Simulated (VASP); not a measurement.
# Cr (P6_3/mmc) in VASP: notebook

One crystal, Cr, is run at these levels: PBE; tasks: single point.

All numbers are computed with VASP 6.6.1; they aren't measurements. Logs are shortened: lines on timing, memory, paths and dates and some standing lists are left out, and cuts for length are marked.

## 1. The crystal as given

The structure is hexagonal, space group P6_3/mmc (No. 194). The conventional cell has a = 2.484 Å, b = 2.484 Å, c = 4.459 Å, α = 90.00°, β = 90.00°, γ = 120.00°. Around Cr (site symmetry -6m2) lie 12 Cr at 2.48 to 2.65 Å.

The cell was built by a generator and needn't be a form met in nature.

## 2. Single point, PBE, collinear spin, typed start

Contents of INCAR:

```
PREC = Accurate ; ENCUT = 520
EDIFF = 1E-7 ; ISMEAR = 0
SIGMA = 0.05 ; LREAL = False
LASPH = True ; NELM = 150
ALGO = Normal ; ISIF = 2
LWAVE = False ; LCHARG = True
ISPIN = 2 ; MAGMOM = 2 2
LORBIT = 11 ; LMAXMIX = 4
GGA = PE ; LELF = True
LVHAR = True ; NBANDS = 23
```

Contents of KPOINTS:

```
regular mesh
0
Gamma
  18 18 10
```

Contents of POSCAR:

```
Cr
1.0
    2.4835001701      0.0000000000      0.0000000000
   -1.2417500851      2.1507742376      0.0000000000
    0.0000000000      0.0000000000      4.4585597307
Cr
2
Direct
    0.3333333333      0.6666666667      0.7500000000
    0.6666666667      0.3333333333      0.2500000000
```

Potentials or basis: VASP PAW PBE potentials, release 64 (Cr_pv).

Started as:

```sh
> cat potpaw_PBE.64/Cr_pv/POTCAR > POTCAR
> mpirun -np 1 vasp_std > vasp.out
```

OUTCAR:

```text
PREC = Accurate
   ENCUT = 520
   EDIFF = 1E-7
   ISMEAR = 0
   LREAL = False
   LASPH = True
   NELM = 150
   ISIF = 2
   ISPIN = 2
   LORBIT = 11
   GGA = PE

 ion  position               nearest neighbor table
   1  0.333  0.667  0.750-   2 2.65   2 2.65   2 2.65   2 2.65   2 2.65   2 2.65
   2  0.667  0.333  0.250-   1 2.65   1 2.65   1 2.65   1 2.65   1 2.65   1 2.65

  LATTYP: Found a hexagonal cell.
 ALAT       =     2.4835001701
 C/A-ratio  =     1.7952725691

  Lattice vectors:

 A1 = (   2.4835001701,   0.0000000000,   0.0000000000)
 A2 = (  -1.2417500851,   2.1507742376,   0.0000000000)
 A3 = (   0.0000000000,   0.0000000000,   4.4585597307)

Analysis of symmetry for initial positions (statically):
=====================================================================
 Subroutine PRICEL returns:
 Original cell was already a primitive cell.

 Routine SETGRP: Setting up the symmetry group for a
 hexagonal supercell.

 Subroutine GETGRP returns: Found 24 space group operations
 (whereof 12 operations were pure point group operations)
 out of a pool of 24 trial point group operations.

The static configuration has the point symmetry D_3d.
 The point group associated with its full space group is D_6h.

Analysis of symmetry for dynamics (positions and initial velocities):
=====================================================================
 Subroutine PRICEL returns:
 Original cell was already a primitive cell.

 Routine SETGRP: Setting up the symmetry group for a
 hexagonal supercell.

 Subroutine GETGRP returns: Found 24 space group operations
 (whereof 12 operations were pure point group operations)
 out of a pool of 24 trial point group operations.

The dynamic configuration has the point symmetry D_3d.
 The point group associated with its full space group is D_6h.

Analysis of structural, dynamic, and magnetic symmetry:
=====================================================================
 Subroutine PRICEL returns:
 Original cell was already a primitive cell.

 Routine SETGRP: Setting up the symmetry group for a
 hexagonal supercell.

 Subroutine GETGRP returns: Found 24 space group operations
 (whereof 12 operations were pure point group operations)
 out of a pool of 24 trial point group operations.

The overall configuration has the point symmetry D_3d.
 The point group associated with its full space group is D_6h.

 Subroutine INISYM returns: Found 24 space group operations
 (whereof 12 operations are pure point group operations),
 and found     1 'primitive' translations

----------------------------------------------------------------------------------------

                                     Primitive cell

  volume of cell :      23.8152

  direct lattice vectors                    reciprocal lattice vectors
     2.483500170  0.000000000  0.000000000     0.402657512  0.232474423  0.000000000
    -1.241750085  2.150774238  0.000000000     0.000000000  0.464948846  0.000000000
     0.000000000  0.000000000  4.458559731     0.000000000  0.000000000  0.224287676

  length of vectors
     2.483500170  2.483500170  4.458559731     0.464948846  0.464948846  0.224287676

  position of ions in fractional coordinates (direct lattice)
     0.333333333  0.666666667  0.750000000
     0.666666667  0.333333333  0.250000000

  ion indices of the primitive-cell ions
   primitive index   ion index
                 1           1
                 2           2

----------------------------------------------------------------------------------------

 KPOINTS: regular mesh

Automatic generation of k-mesh.
 Grid dimensions read from file:
 generate k-points for:   18   18   10

 Generating k-lattice:

  Cartesian coordinates                     Fractional coordinates (reciprocal lattice)
     0.022369862  0.012915246  0.000000000     0.055555556  0.000000000  0.000000000
     0.000000000  0.025830491  0.000000000     0.000000000  0.055555556  0.000000000
     0.000000000  0.000000000  0.022428768     0.000000000  0.000000000  0.100000000

  Length of vectors
     0.025830491  0.025830491  0.022428768

  Shift w.r.t. Gamma in fractional coordinates (k-lattice)
     0.000000000  0.000000000  0.000000000

 Subroutine IBZKPT returns following result:
 ===========================================

 Found    222 irreducible k-points:

 Following reciprocal coordinates:
            Coordinates               Weight
  0.000000  0.000000  0.000000      1.000000
  0.055556  0.000000  0.000000      6.000000
  0.111111  0.000000  0.000000      6.000000
  0.166667 -0.000000  0.000000      6.000000
  0.222222  0.000000  0.000000      6.000000
  0.277778  0.000000  0.000000      6.000000
[... 16 lines left out ...]
  0.333333  0.111111  0.000000     12.000000
  0.388889  0.111111  0.000000     12.000000
 [... further k-points ...]
   k-points           NKPTS =    222   k-points in BZ     NKDIM =    222   number of bands    NBANDS=     23
   number of dos      NEDOS =    301   number of ions     NIONS =      2
   total plane-waves  NPLWV =  11664
   dimension x,y,z NGX =    18 NGY =   18 NGZ =   36
   dimension x,y,z NGXF=    36 NGYF=   36 NGZF=   72
   ions per type =               2
   NGX,Y,Z   is equivalent  to a cutoff of  12.05, 12.05, 13.42 a.u.
   NGXF,Y,Z  is equivalent  to a cutoff of  24.10, 24.10, 26.85 a.u.
 SYSTEM =  unknown system
   PREC   = accura    normal or accurate (medium, high low for compatibility)
   ISTART =      0    job   : 0-new  1-cont  2-samecut
   ICHARG =      2    charge: 1-file 2-atom 10-const
   ISPIN  =      2    spin polarized calculation?
   LNONCOLLINEAR =      F non collinear calculations
   LSORBIT =      F    spin-orbit coupling
   LASPH  =      T    aspherical Exc in radial PAW
   ENCUT  =  520.0 eV  38.22 Ry    6.18 a.u.   4.62  4.62  8.29*2*pi/ulx,y,z
   NELM   =    150;   NELMIN=  2; NELMDL= -5     # of ELM steps
   EDIFF  = 0.1E-06   stopping-criterion for ELM
   LREAL  =      F    real-space projection
   EDIFFG = 0.1E-05   stopping-criterion for IOM
   NSW    =      0    number of steps for IOM
   IBRION =     -1    ionic relax: 0-MD 1-quasi-New 2-CG
   NFREE  =      0    steps in history (QN), initial steepest desc. (CG)
   ISIF   =      2    stress and relaxation
   ISYM   =      2    0-nonsym 1-usesym 2-fastsym
   POTIM  = 0.5000    time-step for ionic-motion
   TEBEG  =    0.0;   TEEND  =   0.0 temperature during run
   PSTRESS=    0.0 pullay stress
   NELECT =      24.0000    total number of electrons
   NUPDOWN=      -1.0000    fix difference up-down
   EMIN   =  10.00;   EMAX   =-10.00  energy-range for DOS
[... 5 lines left out ...]
     AMIX     =   0.40;   BMIX     =  1.00
     AMIX_MAG =   1.60;   BMIX_MAG =  1.00
  volume/ion in A,a.u.               =      11.91        80.36
  Fermi-wavevector in a.u.,A,eV,Ry     =   1.641323  3.101651 36.653293  2.693941
  Thomas-Fermi vector in A             =   2.731813
   LORBIT       =     11    0 simple, 1 ext, 2 COOP (PROOUT), +10 PAW based schemes
   GGA     = PE    functional components
   LHFCALC =     F    Hartree Fock is set to
   AEXX    =    0.0000 exact exchange contribution
   IVDW    =     0    specifies the selected vdW correction
   LEPSILON=     F    determine dielectric tensor
   LRPA    =     F    only Hartree local field effects (RPA)
 spin polarized calculation
 Gauss-broadening in eV      SIGMA  =   0.05
  energy-cutoff  :      520.00
  volume of cell :       23.82
 maximum number of plane-waves:       662
   NGX =  9   NGY =  9   NGZ = 17

 number of electron      23.9999997 magnetization      -0.0006829

 number of electron      23.9999997 magnetization       0.0000148

 Free energy of the ion-electron system (eV)
  ---------------------------------------------------
  ext. energy  EPLUGINS =         0.00000000
  ---------------------------------------------------
  free energy    TOTEN  =       -18.22755319 eV

  energy without entropy =      -18.22445089  energy(sigma->0) =      -18.22600204

 E-fermi :  10.3918     XC(G=0): -13.4743

 val. band max:       10.3759525955   @ k =   0.3889  -0.0000   0.0000
 cond. band min:      10.3958763576   @ k =   0.2778   0.2778   0.2000
 fundamental gap:      0.0199237621
 Fermi energy:        10.3918375782

 spin component 1

 k-point     1 :       0.0000    0.0000    0.0000
  band No.  band energies     occupation
      1     -32.8706      1.00000
      2     -32.2121      1.00000
      3     -32.0394      1.00000
      4     -32.0394      1.00000
      5     -31.9772      1.00000
      6     -31.9772      1.00000
[... 15 lines left out ...]
     22      30.2652      0.00000
     23      30.5809      0.00000
[... 575 lines left out ...]
      1     -32.8405      1.00000
      2     -32.7521      1.00000
      3     -32.5162      1.00000
      4     -32.3119      1.00000
      5     -32.3063      1.00000
      6     -32.2029      1.00000
[... 15 lines left out ...]
     22      21.9769      0.00000
     23      24.6673      0.00000

 [... further k-points ...]

 spin component 2

 k-point     1 :       0.0000    0.0000    0.0000
  band No.  band energies     occupation
      1     -32.8706      1.00000
      2     -32.2121      1.00000
      3     -32.0393      1.00000
      4     -32.0393      1.00000
      5     -31.9772      1.00000
      6     -31.9772      1.00000
[... 15 lines left out ...]
     22      30.2652      0.00000
     23      30.5809      0.00000
[... 575 lines left out ...]
      1     -32.8405      1.00000
      2     -32.7521      1.00000
      3     -32.5162      1.00000
      4     -32.3119      1.00000
      5     -32.3063      1.00000
      6     -32.2029      1.00000
[... 15 lines left out ...]
     22      21.9769      0.00000
     23      24.6673      0.00000

 [... further k-points ...]

------------------------ aborting loop because EDIFF is reached ----------------------------------------

  FORCE on cell =-STRESS in cart. coord.  units (eV):
  Direction    XX          YY          ZZ          XY          YZ          ZX
  --------------------------------------------------------------------------------------
  -------------------------------------------------------------------------------------
  Total       -0.0565185     -0.0565185     -0.0484134      0.0000000     -0.0000000      0.0000000
  in kB       -3.8023110     -3.8023110     -3.2570342      0.0000000     -0.0000000      0.0000000
  external PRESSURE =      -3.6205521 kB  Pullay stress =       0.0000000 kB

 VOLUME and BASIS-vectors are now :
 -----------------------------------------------------------------------------
  energy-cutoff  :      520.00
  volume of cell :       23.82
      direct lattice vectors                 reciprocal lattice vectors
     2.483500170  0.000000000  0.000000000     0.402657512  0.232474423  0.000000000
    -1.241750085  2.150774238  0.000000000     0.000000000  0.464948846  0.000000000
     0.000000000  0.000000000  4.458559731     0.000000000  0.000000000  0.224287676

 POSITION                                       TOTAL-FORCE (eV/Angst)
 -----------------------------------------------------------------------------------
     -0.00000      1.43385      3.34392         0.000000      0.000000      0.000000
      1.24175      0.71692      1.11464        -0.000000     -0.000000      0.000000
 -----------------------------------------------------------------------------------
    total drift:                               -0.000000      0.000000     -0.000000

  FREE ENERGIE OF THE ION-ELECTRON SYSTEM (eV)
  ---------------------------------------------------
  free  energy   TOTEN  =       -18.2275531893 eV

  energy  without entropy=      -18.2244508880  energy(sigma->0) =      -18.22600204

 total charge

# of ion       s       p       d       tot
------------------------------------------
    1        0.441   6.371   4.212  11.025
    2        0.441   6.371   4.212  11.025
--------------------------------------------------
tot          0.882  12.743   8.424  22.049

 magnetization (x)

# of ion       s       p       d       tot
------------------------------------------
    1       -0.000   0.000   0.000   0.000
    2       -0.000   0.000   0.000   0.000
--------------------------------------------------
tot         -0.000   0.000   0.000   0.000
```

It took 3.2 min on 1 thread of Intel Xeon Platinum 8488C (Sapphire Rapids), shared host; peak memory 0.27 GiB.

What came out:

```
Free energy                                           : -18.2276 eV
Pressure                                              : -0.4 GPa
Band gap on the k mesh                                : none (metal or under the smearing width)
Net moment                                            : 0.00 μB per cell
Valence electrons inside the program's atomic spheres : Cr 11.03
```

Levels at points of the mesh, in eV from the Fermi level:
Spin up:
```csv
k point,band 8,band 9,band 10,band 11,band 12,band 13,band 14,band 15,band 16,band 17
"(0.00, 0.00, 0.00)",-4.07,-1.24,-0.35,-0.35,-0.29,-0.03,-0.03,1.08,1.08,2.17
"(0.50, 0.00, 0.00)",-3.46,-3.39,-0.95,-0.58,-0.30,-0.13,2.27,2.82,2.94,4.08
"(0.00, 0.00, 0.50)",-5.64,-1.63,-1.63,-0.33,-0.33,-0.33,-0.33,1.78,1.78,1.78
"(0.50, 0.00, 0.50)",-3.91,-2.47,-2.47,0.94,0.94,1.28,1.28,2.89,2.89,3.44
```
Spin down:
```tsv
k point	band 8	band 9	band 10	band 11	band 12	band 13	band 14	band 15	band 16	band 17
(0.00, 0.00, 0.00)	-4.07	-1.24	-0.35	-0.35	-0.29	-0.03	-0.03	1.08	1.08	2.17
(0.50, 0.00, 0.00)	-3.46	-3.39	-0.95	-0.58	-0.30	-0.13	2.27	2.82	2.94	4.08
(0.00, 0.00, 0.50)	-5.64	-1.63	-1.63	-0.33	-0.33	-0.33	-0.33	1.78	1.78	1.78
(0.50, 0.00, 0.50)	-3.91	-2.47	-2.47	0.94	0.94	1.28	1.28	2.89	2.89	3.44
```

Caveat: the starting moments collapsed, and a magnetic state may lie lower.

## 3. Single point, PBE, collinear spin, typed start (antiferromagnetic in the cell, signs +-)

Contents of INCAR:

```
SYSTEM = Cr
PREC     = Accurate       ! precision mode
ENCUT    = 520            ! plane-wave cutoff, eV
EDIFF    = 1E-7           ! SCF threshold, eV
ISMEAR   = 0              ! smearing method
SIGMA    = 0.05           ! smearing width, eV
LREAL    = .FALSE.        ! projectors in reciprocal space
LASPH    = .TRUE.         ! aspherical terms in the spheres
NELM     = 150            ! most SCF steps
ALGO     = Normal         ! electronic algorithm
ISIF     = 2              ! what is computed and relaxed
LWAVE    = .FALSE.        ! write WAVECAR
LCHARG   = .TRUE.         ! write CHGCAR
ISPIN    = 2              ! spin polarisation
MAGMOM   = 2 -2           ! initial moments
LORBIT   = 11             ! projections on sites
LMAXMIX  = 4              ! l up to which the mixer works
GGA      = PE             ! functional
LELF     = .TRUE.         ! ELF
LVHAR    = .TRUE.       
NBANDS   = 23             ! bands
```

Contents of KPOINTS:

```
regular mesh
0
G
  18 18 10
  0 0 0
```

POSCAR is that of step 2.

Potentials or basis: VASP PAW PBE potentials, release 64 (Cr_pv).

Started as:

```sh
> cat potpaw_PBE.64/Cr_pv/POTCAR > POTCAR
> mpirun -np 1 vasp_std > vasp.out
```

Wall time 2.3 min (1 thread of Intel Xeon Platinum 8559C (Emerald Rapids), shared host); peak memory 0.27 GiB.

It converged, with:

- Free energy: -18.2276 eV
- Pressure: -0.4 GPa
- Band gap on the k mesh: none (metal or under the smearing width)
- Net moment: 0.00 μB per cell
- Valence electrons inside the program's atomic spheres: Cr 11.03

Levels at points of the mesh, in eV from the Fermi level:
Spin up:
| k point | band 9 | band 10 | band 11 | band 12 | band 13 | band 14 | band 15 | band 16 |
| --- | --- | --- | --- | --- | --- | --- | --- | --- |
| (0.00, 0.00, 0.00) | -1.24 | -0.35 | -0.35 | -0.29 | -0.03 | -0.03 | 1.08 | 1.08 |
| (0.50, 0.00, 0.00) | -3.39 | -0.95 | -0.58 | -0.30 | -0.13 | 2.27 | 2.82 | 2.94 |
| (0.00, 0.00, 0.50) | -1.63 | -1.63 | -0.33 | -0.33 | -0.33 | -0.33 | 1.78 | 1.78 |
| (0.50, 0.00, 0.50) | -2.47 | -2.47 | 0.94 | 0.94 | 1.28 | 1.28 | 2.89 | 2.89 |
Spin down:
```csv
k point,band 8,band 9,band 10,band 11,band 12,band 13,band 14,band 15,band 16,band 17
"(0.00, 0.00, 0.00)",-4.07,-1.24,-0.35,-0.35,-0.29,-0.03,-0.03,1.08,1.08,2.17
"(0.50, 0.00, 0.00)",-3.46,-3.39,-0.95,-0.58,-0.30,-0.13,2.27,2.82,2.94,4.08
"(0.00, 0.00, 0.50)",-5.64,-1.63,-1.63,-0.33,-0.33,-0.33,-0.33,1.78,1.78,1.78
"(0.50, 0.00, 0.50)",-3.91,-2.47,-2.47,0.94,0.94,1.28,1.28,2.89,2.89,3.44
```

Caveat: the starting moments collapsed, and a magnetic state may lie lower.
